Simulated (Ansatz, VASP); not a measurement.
HgSe (w03): VASP beside Ansatz

```
Hg Se
1.0
     0.00000    3.13035    3.13035
     3.13035    0.00000    3.13035
     3.13035    3.13035    0.00000
Hg Se
1 1
Direct
  0.00000 0.00000 0.00000
  0.25000 0.25000 0.25000
```

Alike in both runs: task relaxation of cell and atoms; functional PBE; k mesh 12 × 12 × 12; occupations gaussian, width 0.3 eV; no spin polarisation.

|  | VASP | Ansatz |
| --- | --- | --- |
| version | VASP 6.6.1 | Ansatz 0.2.0 |
| potentials or method | VASP PAW PBE potentials, release 64 (Hg, Se) | scalar-relativistic, plane waves, PAW |
| plane-wave cutoff (eV) | 600 | 420 |
| valence electrons in the cell | 18 | 36 |

|  | VASP | Ansatz | Ansatz less VASP |
| --- | --- | --- | --- |
| gap on the k mesh at the Fermi level, each at its own relaxed structure (eV) | none | none | - |
| relaxed volume (Å³/atom) | 30.81 | 30.67 | -0.131 |
| relaxed cell length with the largest relative difference (Å) | 4.433 | 4.427 | -0.0063 |

A gap of «none» marks a metal or a gap that the smearing closes. The two sets of potentials don't hold the same shells in valence.

The runs have no spin-orbit coupling, so splittings on Hg are missing. PBE usually gives volumes a little too large and moduli too small. Zero-point motion and thermal expansion aren't in these numbers.
